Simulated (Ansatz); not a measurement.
**HfSi2P4 monolayer in a perpendicular field**

Aim: how the HfSi2P4 monolayer screens a field along its normal, and what the field does to its bands. A positive field points along +c.

Main program and level: Ansatz 0.2.0; plane-wave DFT, PBE-D3(BJ), Ansatz PAW.

### Step 1. Set-up

The cell holds 7 atoms: 4 P, 2 Si and 1 Hf. Its edges and angles: a = 3.480 Å, b = 3.480 Å, c = 48.788 Å, α = 90.0°, β = 90.0°, γ = 120.0°. Vacuum lies along c.

Structure file:

```cif
data_structure
_symmetry_space_group_name_H-M 'P 1'
_symmetry_Int_Tables_number 1
_cell_length_a 3.4800
_cell_length_b 3.4800
_cell_length_c 48.7875
_cell_angle_alpha 90.000
_cell_angle_beta 90.000
_cell_angle_gamma 120.000
_cell_volume 511.68
loop_
_atom_site_label
_atom_site_type_symbol
_atom_site_fract_x
_atom_site_fract_y
_atom_site_fract_z
_atom_site_occupancy
P1 P 0.00000 0.00000 0.40892 1
Si2 Si 0.33333 0.66667 0.42213 1
P3 P 0.33333 0.66667 0.46537 1
Hf4 Hf 0.00000 0.00000 0.50000 1
P5 P 0.33333 0.66667 0.53463 1
Si6 Si 0.33333 0.66667 0.57787 1
P7 P 0.00000 0.00000 0.59108 1
```

### Step 2. Relaxation

The starting cell is a guess, so the in-plane lattice and the atoms are relaxed first, with the slab cut off from its images along the normal.

Input file input.yaml:

```yaml
crystal:
  lattice:
    - [3.48, 0.0, 0.0]
    - [-1.74, 3.0137684052, 0.0]
    - [0.0, 0.0, 48.7875290589]
  atoms:
    - { symbol: P, position: [0.0, 0.0, 0.4089159747] }
    - { symbol: Si, position: [0.3333333333, 0.6666666667, 0.4221250417] }
    - { symbol: P, position: [0.3333333333, 0.6666666667, 0.465373799] }
    - { symbol: Hf, position: [0.0, 0.0, 0.5] }
    - { symbol: P, position: [0.3333333333, 0.6666666667, 0.534626201] }
    - { symbol: Si, position: [0.3333333333, 0.6666666667, 0.5778749583] }
    - { symbol: P, position: [0.0, 0.0, 0.5910840253] }
  periodic: [true, true, false]
kpoints:
  mp_grid: { grid: [12, 12, 1] }
hamiltonian:
  xc: pbe
  dispersion: d3bj
scf:
  occupations: { method: fermi_dirac, width: 0.05 }
  convergence: { dr2_threshold: 1.0e-09 }
relax:
  f_tol: 0.004
  max_steps: 90
  cell: {}
output:
  write_potential: true
  write_density: true
  volumetric_format: npy
```

Launch:

```console
> ansatz run input.yaml --threads 2 --pin off --max-ram 3072MiB --backend cpu --events-out ev --progress --plain --runs-dir out
```

Numbers of over 12 decimals in the logs are rounded to 6 here.

Log:

```text
Warning: relax.cell: scf.convergence.dr2_threshold = 1e-9 eV is looser than the 1.96222022977e-10 eV advised for a relaxation that steers and ends on the stress (1e-10 eV for each atom of the cell: 7, times the square of relax.cell.stress_2d_tol = 0.05 N/m over 18.9 Å (the atoms' height at the walk's start and 5 Å past either face), 2.647e-2 GPa, over a crystal's default 0.05). What an SCF threshold leaves in a stress goes as its square root, and in the free energy as the threshold itself, and one threshold admits the most on a small cell: [figures from the program's tests cut] Set scf.convergence.dr2_threshold to 1.96222022977e-10 eV or tighter. [rest of the remark cut]
Engine: ansatz 0.2.0, aarch64-unknown-linux-gnu
Pseudopotentials: kind: paw
Pseudopotential: P, paw, valence charge 5, recommended cutoff 420 eV (normal), P.paw.azcp
Pseudopotential: Si, paw, valence charge 4, recommended cutoff 420 eV (normal), Si.paw.azcp
Pseudopotential: Hf, paw, valence charge 26, recommended cutoff 420 eV (normal), Hf.paw.azcp
Functional definition: PBE
  parameter kappa = 0.804
  parameter beta = 0.066725
  exchange = pbe_x(kappa = kappa, mu = beta*pi^2/3)
  correlation = pbe_c(beta = beta)
Crystal: 7 atoms, lattice volume = 511.679 Å³
Basis set: ecut = 420 eV, 9937 PW (Γ), exchange–correlation on 48×48×720 points (8 copies of the dense FFT grid, shifted against one another)
Bands: 34, of which v1, the nominal top of the filled ones, is band 27 counted from 1 (26 counted from 0)
Symmetry: 12 space group operations
Space group: P-6m2 (ITA 187), of the structure as read, at distance tolerance 8.0e-5 Å
k-points: 19 of 144 (time reversal used)
Non-local potential: P, projectors of the file, l = 0: 2, l = 1: 2, l = 2: 2
Non-local potential: Si, projectors of the file, l = 0: 2, l = 1: 2, l = 2: 2
Non-local potential: Hf, projectors of the file, l = 0: 3, l = 1: 2, l = 2: 2, l = 3: 3
PAW form: soft (Blöchl's): semilocal exchange-correlation on the pseudo side does not see the compensation charge
PAW one-centre angular grid: P, 110 points (default); XC on 64 Gauss nodes
PAW one-centre angular grid: Si, 110 points (default); XC on 64 Gauss nodes
PAW one-centre angular grid: Hf, 590 points (default); XC on 64 Gauss nodes
Initial density: superposition of atomic densities (neutral atoms: chi_scale 0, normalization atom), corrected by the library's trained network
Initial wavefunctions: pseudopotential atomic-orbital guess
Functional: x = pbe(κ = 0.804, μ = 0.219515), c = pbe(β = 0.066725)
SCF iter   1: F=—  HF=-20018.567506 eV  |F-HF|=—  |Δ(HF+E_count)|=         —  Δρ=2.76e-3  dr2=3.62e-1  ethr=1.77e-3  ⟨swp⟩=15.2  Hψ=5395  notcnv=0  defer=11
preconditioner: auto → LDOS  [metal: Δε(μ)=0.038 eV  Ē_g=10.143 eV  σ=0.050 eV  W_gap=0.19  n_scr=28 (ndim 8)  ℏωp=11.1 eV  f_vac=0.733  D(μ)=2.00/eV (n_scr^D=12)  β→1.0]
SCF iter   2: F=—  HF=-20018.585069 eV  |F-HF|=—  |Δ(HF+E_count)|=   1.76e-2  Δρ=3.11e-3  dr2=7.91e-1  ethr=6.70e-4  ⟨swp⟩=4.7  Hψ=1371  notcnv=0  defer=20
SCF iter   3: F=—  HF=-20018.533572 eV  |F-HF|=—  |Δ(HF+E_count)|=   5.15e-2  Δρ=7.00e-4  dr2=6.35e-3  ethr=6.70e-4  ⟨swp⟩=3.5  Hψ=973  notcnv=0  defer=20
SCF iter   4: F=—  HF=-20018.533982 eV  |F-HF|=—  |Δ(HF+E_count)|=   4.10e-4  Δρ=3.02e-4  dr2=1.86e-3  ethr=1.18e-5  ⟨swp⟩=4.2  Hψ=1757  notcnv=0  defer=18
SCF iter   5: F=—  HF=-20018.533809 eV  |F-HF|=—  |Δ(HF+E_count)|=   1.73e-4  Δρ=1.29e-4  dr2=1.94e-4  ethr=3.44e-6  ⟨swp⟩=2.9  Hψ=1014  notcnv=0  defer=18
SCF iter   6: F=—  HF=-20018.533806 eV  |F-HF|=—  |Δ(HF+E_count)|=   2.90e-6  Δρ=5.07e-5  dr2=9.20e-5  ethr=3.60e-7  ⟨swp⟩=3.1  Hψ=1348  notcnv=0  defer=18
SCF iter   7: F=—  HF=-20018.533798 eV  |F-HF|=—  |Δ(HF+E_count)|=   8.21e-6  Δρ=3.18e-5  dr2=5.60e-5  ethr=1.70e-7  ⟨swp⟩=1.1  Hψ=650  notcnv=0  defer=18
SCF iter   8: F=—  HF=-20018.533792 eV  |F-HF|=—  |Δ(HF+E_count)|=   5.72e-6  Δρ=1.49e-5  dr2=1.42e-5  ethr=1.04e-7  ⟨swp⟩=1.7  Hψ=759  notcnv=0  defer=18
SCF iter   9: F=—  HF=-20018.533797 eV  |F-HF|=—  |Δ(HF+E_count)|=   4.69e-6  Δρ=5.23e-6  dr2=1.34e-6  ethr=2.63e-8  ⟨swp⟩=2.8  Hψ=1039  notcnv=0  defer=18
SCF iter  10: F=—  HF=-20018.533820 eV  |F-HF|=—  |Δ(HF+E_count)|=   2.35e-5  Δρ=1.80e-6  dr2=1.63e-7  ethr=2.49e-9  ⟨swp⟩=2.5  Hψ=1203  notcnv=0  defer=18
SCF iter  11: F=—  HF=-20018.533820 eV  |F-HF|=—  |Δ(HF+E_count)|=   1.18e-8  Δρ=3.72e-7  dr2=5.26e-9  ethr=3.01e-10  ⟨swp⟩=2.6  Hψ=1085  notcnv=0  defer=18
SCF iter  12: F=-20018.533820 eV  HF=-20018.533820 eV  |F-HF|=6.18e-10  |Δ(HF+E_count)|=   4.88e-9  Δρ=1.26e-7  dr2=1.51e-10  ethr=1.85e-12  ⟨swp⟩=13.8  Hψ=6262  notcnv=0
SCF 1 converged in 12 iterations: F = -20018.533820 eV  dr2 = 1.51e-10
  greatest PAW one-centre occupation: 0.998 electrons in one spin orbital (limit 2), on the Hf atom at site 3 (counted from 0), in its partial waves of l = 0
relax step   1: F+E_penalty+E_count = -20018.53382032 eV  Δ(F+E_penalty+E_count) = +0.000e0 eV  max|allowed force component| = 3.513e0 eV/Å  Δτ_max = 0.0000 Å  P = +15.796 N/m  Ω = 511.679 Å³  fix = [c, alpha, beta]  reactions: c +0.000 N/m  (12 SCF iters, accepted)
Crystal: 7 atoms, lattice volume = 518.261 Å³
Basis set: ecut = 420 eV, 10069 PW (Γ), exchange–correlation on 48×48×720 points (8 copies of the dense FFT grid, shifted against one another)
Initial density: handed on by an earlier stage of this run
Initial wavefunctions: those handed on with the density
iter 1 solved again at ethr=1.54e-3 eV; its pass at ethr=3.10e-3 eV (dr2=8.33e-1 eV) is discarded
SCF iter   1: F=—  HF=-20020.384949 eV  |F-HF|=—  |Δ(HF+E_count)|=         —  Δρ=7.96e-3  dr2=8.28e-1  ethr=1.54e-3  ⟨swp⟩=2.1  Hψ=5952  notcnv=0
preconditioner: auto → LDOS  [metal: Δε(μ)=0.054 eV  Ē_g=10.046 eV  σ=0.050 eV  W_gap=0.26  n_scr=28 (ndim 8)  ℏωp=11.1 eV  f_vac=0.727  D(μ)=1.65/eV (n_scr^D=10)  β→1.0]
SCF iter   2: F=—  HF=-20020.509855 eV  |F-HF|=—  |Δ(HF+E_count)|=   1.25e-1  Δρ=6.93e-3  dr2=1.38e0  ethr=1.53e-3  ⟨swp⟩=5.4  Hψ=1757  notcnv=0  defer=6
SCF iter   3: F=—  HF=-20020.226234 eV  |F-HF|=—  |Δ(HF+E_count)|=   2.84e-1  Δρ=1.29e-3  dr2=2.73e-2  ethr=1.53e-3  ⟨swp⟩=4.0  Hψ=1361  notcnv=0  defer=22
SCF iter   4: F=—  HF=-20020.224313 eV  |F-HF|=—  |Δ(HF+E_count)|=   1.92e-3  Δρ=5.39e-4  dr2=5.68e-3  ethr=5.05e-5  ⟨swp⟩=3.4  Hψ=1518  notcnv=0  defer=23
SCF iter   5: F=—  HF=-20020.224097 eV  |F-HF|=—  |Δ(HF+E_count)|=   2.16e-4  Δρ=2.39e-4  dr2=6.15e-4  ethr=1.05e-5  ⟨swp⟩=2.8  Hψ=1019  notcnv=0  defer=23
SCF iter   6: F=—  HF=-20020.224090 eV  |F-HF|=—  |Δ(HF+E_count)|=   7.80e-6  Δρ=7.29e-5  dr2=4.44e-5  ethr=1.14e-6  ⟨swp⟩=3.2  Hψ=1408  notcnv=0  defer=23
[...]
SCF iter   5: F=—  HF=-20020.423748 eV  |F-HF|=—  |Δ(HF+E_count)|=   1.86e-4  Δρ=1.08e-4  dr2=6.13e-5  ethr=4.31e-6  ⟨swp⟩=2.7  Hψ=1034  notcnv=0  defer=29
SCF iter   6: F=—  HF=-20020.423745 eV  |F-HF|=—  |Δ(HF+E_count)|=   3.02e-6  Δρ=4.27e-5  dr2=2.35e-5  ethr=1.13e-7  ⟨swp⟩=3.2  Hψ=1457  notcnv=0  defer=29
SCF iter   7: F=—  HF=-20020.423747 eV  |F-HF|=—  |Δ(HF+E_count)|=   1.99e-6  Δρ=1.40e-5  dr2=1.49e-6  ethr=4.36e-8  ⟨swp⟩=3.3  Hψ=1361  notcnv=0  defer=29
SCF iter   8: F=—  HF=-20020.423769 eV  |F-HF|=—  |Δ(HF+E_count)|=   2.25e-5  Δρ=5.40e-6  dr2=1.78e-7  ethr=2.75e-9  ⟨swp⟩=3.2  Hψ=1526  notcnv=0  defer=29
SCF iter   9: F=—  HF=-20020.423769 eV  |F-HF|=—  |Δ(HF+E_count)|=   1.26e-7  Δρ=2.45e-6  dr2=3.10e-8  ethr=3.30e-10  ⟨swp⟩=2.8  Hψ=1332  notcnv=0  defer=29
SCF iter  10: F=—  HF=-20020.423769 eV  |F-HF|=—  |Δ(HF+E_count)|=   2.36e-8  Δρ=5.73e-7  dr2=4.04e-9  ethr=5.74e-11  ⟨swp⟩=3.3  Hψ=1602  notcnv=0  defer=29
SCF iter  11: F=-20020.423769 eV  HF=-20020.423769 eV  |F-HF|=2.47e-9  |Δ(HF+E_count)|=   3.26e-9  Δρ=1.63e-7  dr2=1.50e-10  ethr=1.85e-12  ⟨swp⟩=12.8  Hψ=5754  notcnv=0
SCF 3 converged in 11 iterations: F = -20020.423769 eV  dr2 = 1.50e-10
relax step   3: F+E_penalty+E_count = -20020.42376924 eV  Δ(F+E_penalty+E_count) = -1.996e-1 eV  max|allowed force component| = 1.271e-1 eV/Å  Δτ_max = 0.1518 Å  P = +1.577 N/m  Ω = 531.540 Å³  energy of the carried Pulay correction = -8.447e-4 eV  fix = [c, alpha, beta]  reactions: c +0.000 N/m  (11 SCF iters, accepted)
[...]
relax step   4: F+E_penalty+E_count = -20020.44106947 eV  Δ(F+E_penalty+E_count) = -1.730e-2 eV  max|allowed force component| = 7.499e-2 eV/Å  Δτ_max = 0.0571 Å  P = -0.001 N/m  Ω = 543.177 Å³  energy of the carried Pulay correction = -1.325e-3 eV  fix = [c, alpha, beta]  reactions: c -0.000 N/m  (9 SCF iters, accepted)
[...]
relax step   5: F+E_penalty+E_count = -20020.44185927 eV  Δ(F+E_penalty+E_count) = -7.898e-4 eV  max|allowed force component| = 2.500e-2 eV/Å  Δτ_max = 0.0055 Å  P = +0.011 N/m  Ω = 543.183 Å³  energy of the carried Pulay correction = -1.325e-3 eV  fix = [c, alpha, beta]  reactions: c +0.000 N/m  (8 SCF iters, accepted)
[...]
relax step   6: F+E_penalty+E_count = -20020.44190239 eV  Δ(F+E_penalty+E_count) = -4.312e-5 eV  max|allowed force component| = 7.360e-4 eV/Å  Δτ_max = 0.0022 Å  P = +0.001 N/m  Ω = 543.188 Å³  energy of the carried Pulay correction = -1.325e-3 eV  fix = [c, alpha, beta]  reactions: c +0.000 N/m  (7 SCF iters, accepted)
Initial wavefunctions: pseudopotential atomic-orbital guess (no wavefunctions were taken with the density)
iter 1 solved again at ethr=1.36e-7 eV; its pass at ethr=3.10e-3 eV (dr2=7.33e-5 eV) is discarded
SCF iter   1: F=—  HF=-20020.443862 eV  |F-HF|=—  |Δ(HF+E_count)|=         —  Δρ=3.28e-5  dr2=6.33e-7  ethr=1.36e-7  ⟨swp⟩=6.4  Hψ=8561  notcnv=0
preconditioner: auto → LDOS  [metal: Δε(μ)=0.103 eV  Ē_g=9.850 eV  σ=0.050 eV  W_gap=0.47  n_scr=28 (ndim 8)  ℏωp=10.8 eV  f_vac=0.724  D(μ)=1.05/eV (n_scr^D=8)  β→1.0]
SCF iter   2: F=—  HF=-20020.443922 eV  |F-HF|=—  |Δ(HF+E_count)|=   5.99e-5  Δρ=1.80e-5  dr2=1.50e-6  ethr=1.17e-9  ⟨swp⟩=3.9  Hψ=1839  notcnv=0
SCF iter   3: F=—  HF=-20020.443919 eV  |F-HF|=—  |Δ(HF+E_count)|=   2.74e-6  Δρ=4.89e-6  dr2=2.47e-7  ethr=1.17e-9  ⟨swp⟩=3.3  Hψ=1426  notcnv=0
SCF iter   4: F=—  HF=-20020.443919 eV  |F-HF|=—  |Δ(HF+E_count)|=   3.51e-8  Δρ=1.09e-6  dr2=2.20e-8  ethr=4.57e-10  ⟨swp⟩=2.9  Hψ=1504  notcnv=0
SCF iter   5: F=—  HF=-20020.443919 eV  |F-HF|=—  |Δ(HF+E_count)|=   2.91e-9  Δρ=4.47e-7  dr2=4.05e-9  ethr=4.08e-11  ⟨swp⟩=3.8  Hψ=1544  notcnv=0
SCF iter   6: F=-20020.443919 eV  HF=-20020.443919 eV  |F-HF|=3.20e-9  |Δ(HF+E_count)|=   7.67e-9  Δρ=1.71e-7  dr2=3.85e-10  ethr=1.85e-12  ⟨swp⟩=14.2  Hψ=6601  notcnv=0
SCF 7 converged in 6 iterations: F = -20020.443919 eV  dr2 = 3.85e-10
relax step   7: F+E_penalty+E_count = -20020.44391879 eV  Δ(F+E_penalty+E_count) = -2.016e-3 eV  max|allowed force component| = 1.484e-3 eV/Å  Δτ_max = 0.0000 Å  P = +0.037 N/m  Ω = 543.188 Å³  fix = [c, alpha, beta]  reactions: c +0.000 N/m  stress off target by 3.69e-2 N/m on what of the cell is left free  SCF on the basis re-selected at this cell (its energy is not comparable with the rows above)  (6 SCF iters)
basis re-selected at this cell: Δ(F+E_penalty+E_count) = -2.016e-3 eV, ΔP = +0.036 N/m vs the last step (what re-selecting the basis moved, of the pressure what is left beyond the Pulay correction that the steps carried, after the strain that the cell walked since its last selection, with what the two solves' SCF thresholds leave and, on support functions, any second-order correction that the steps lacked; it is no m [...]
SCF converged after 6 iterations
Free energy (F): -20020.443919 eV
Harris-Foulkes:  -20020.443919 eV  (|F-HF|=3.20e-9)
Internal energy: -20020.435187 eV  (E = F + TS)
E sigma→0 (E₀):  -20020.439553 eV
Entropy (-TS):   -0.008732 eV (-1.247 meV/atom)
Fermi energy:    -5.513373 eV
--- Per-component energies (eV) ---
  E_band       = -924.335035
  E_kinetic    = 788.505297
  E_local      = -226331.313960  (includes V_loc(G=0)·N_el)
  E_nonlocal   = -1056.771343
  E_hartree    = 112445.818321
  E_xc         = -657.505908
  E_vxc        = -604.141524  (∫ρ·V_xc dr)
  E_paw        = -10230.676843  (= ΣΔE_a)
  E_vpaw       = 1387.743577  (= ΣTr[D̂ρ^β])
  E_aug_tail   = 0.000024  (compensation charges beyond the density's cutoff)
  E_ewald      = 105023.734305
  E_disp       = -2.225079  (pairwise vdW)
  E_smearing   = -0.008732  (= −TS)
  E_closure    = 0.000000  (closes the sum)
  Σ components = -20020.443919   (vs F -20020.443919, Δ=0.00e0)
--- Forces (eV/Å), atoms counted from 1 ---
  atom   1  P     -0.00000000    -0.00000000     0.00038536
  atom   2  Si    -0.00000000    -0.00000000    -0.00091134
  atom   3  P      0.00000000    -0.00000000     0.00148400
  atom   4  Hf     0.00000000     0.00000000     0.00000000
  atom   5  P      0.00000000    -0.00000000    -0.00148400
  atom   6  Si    -0.00000000    -0.00000000     0.00091134
  atom   7  P     -0.00000000    -0.00000000    -0.00038536
  max |Σ_I F_I| component: 1.30e-16 eV/Å
--- 2D stress c σ (N/m, compression-positive) ---
        0.036941       0.000000       0.000000
        0.000000       0.036941       0.000000
        0.000000       0.000000       0.000000
  P = ½ c Tr σ = 0.0369 N/m
--- Band table (eV; the first three rows and the last of 19) ---
  k-point 0: bands = [... 23 lower, -6.5570, -6.3978, -5.4365, -5.4365, -4.6575, -3.0346, -2.8613, -2.5886, ... 3 higher]
  k-point 1: bands = [... 23 lower, -6.5746, -6.4231, -5.6457, -5.5756, -4.5868, -2.8507, -2.8302, -2.4029, ... 3 higher]
  k-point 2: bands = [... 23 lower, -6.5717, -6.4329, -6.1525, -5.9089, -4.6973, -3.2234, -3.1540, -2.1221, ... 3 higher]
  k-point 18: bands = [... 23 lower, -8.2303, -7.9561, -6.8444, -6.0225, -4.0637, -3.1534, -3.1527, -2.6336, ... 3 higher]
  the weakly bound empty levels are not read free of the cell's end (no_gap_told)
--- Relaxed structure (6 steps of the walk, 6 accepted, 1 SCFs on fresh bases) ---
  F+E_penalty+E_count = -20020.44391879 eV   max|allowed force component| = 1.484e-3 eV/Å   (the final SCF, on the basis selected at the relaxed cell)
  cell:  # Å, volume = 543.1876 Å³
    - [3.585545, 0.0, 0.0]
    - [-1.792773, 3.105173, 0.0]
    - [0.0, 0.0, 48.7875290589]
  atoms:
    - { symbol: P, position: [1.0573552618554966e-17, -5.1357255561990634e-17, 0.402919] }
    - { symbol: Si, position: [0.333333, 0.666667, 0.422998] }
    - { symbol: P, position: [0.333333, 0.666667, 0.468684] }
    - { symbol: Hf, position: [1.0573552618555002e-17, -5.1357255561990634e-17, 0.500000] }
    - { symbol: P, position: [0.333333, 0.666667, 0.531316] }
    - { symbol: Si, position: [0.333333, 0.666667, 0.577002] }
    - { symbol: P, position: [1.0573552618554966e-17, -5.1357255561990634e-17, 0.597081] }
```

Wall time 2.6 min (2 threads of Arm Neoverse V1, shared host); peak memory 0.81 GiB.

Step by step:

```csv
step,energy less that of the first step (eV),largest force component (eV/Å),volume (Å³)
1,0.0000,3.5125,511.68
2,-1.6903,0.9139,518.26
3,-1.8899,0.1271,531.54
4,-1.9072,0.0750,543.18
5,-1.9080,0.0250,543.18
6,-1.9081,0.0007,543.19
7*,-1.9101,0.0015,543.19
```

Relaxation steps marked * repeat the geometry before them on a plane-wave basis chosen anew for their cell, so energy and pressure can jump there.

Forces are held to the 12 operations that the run works with; a distortion that breaks them can't arise in this run.

```csv
cell as run,before,after,change
a (Å),3.480,3.586,+3.0 %
b (Å),3.480,3.586,+3.0 %
```

The atoms that moved most (Å, along periodic axes as changes of fractional coordinates times the final cell, across vacuum about the mean position):

```csv
atom,dx,dy,dz,length
P7,0.000,0.000,0.293,0.293
P1,0.000,0.000,-0.293,0.293
P3,0.000,0.000,0.162,0.162
P5,0.000,0.000,-0.162,0.162
Si2,0.000,0.000,0.043,0.043
Si6,0.000,0.000,-0.043,0.043
```

The relaxed structure:

```cif
data_structure
_symmetry_space_group_name_H-M 'P 1'
_symmetry_Int_Tables_number 1
_cell_length_a 3.5855
_cell_length_b 3.5855
_cell_length_c 48.7875
_cell_angle_alpha 90.000
_cell_angle_beta 90.000
_cell_angle_gamma 120.000
_cell_volume 543.19
loop_
_atom_site_label
_atom_site_type_symbol
_atom_site_fract_x
_atom_site_fract_y
_atom_site_fract_z
_atom_site_occupancy
P1 P 0.00000 0.00000 0.40292 1
Si2 Si 0.33333 0.66667 0.42300 1
P3 P 0.33333 0.66667 0.46868 1
Hf4 Hf 0.00000 0.00000 0.50000 1
P5 P 0.33333 0.66667 0.53132 1
Si6 Si 0.33333 0.66667 0.57700 1
P7 P 0.00000 0.00000 0.59708 1
```

Numbers from this step:

| Item | Value |
| --- | --- |
| energy at zero smearing | -20020.4396 eV |

The lattice constant a goes from 3.480 to 3.586 Å.

[end of part 1 of 2]

[Logs are printed without paths, hosts, clocks, repeated set-up lines and the standing remarks that a program may print on its own settings, such as how far it seeks lower states.]

[Hosts, paths, dates, database ids (printed as entryN), source tags and the programs' standing remarks are cut or masked in the printed files.]

[Maps of the electrostatic potential energy from Ansatz leave out the sawtooth potential of an applied field or a dipole correction, so their vacuum need not be flat; planar profiles and work functions include it.]
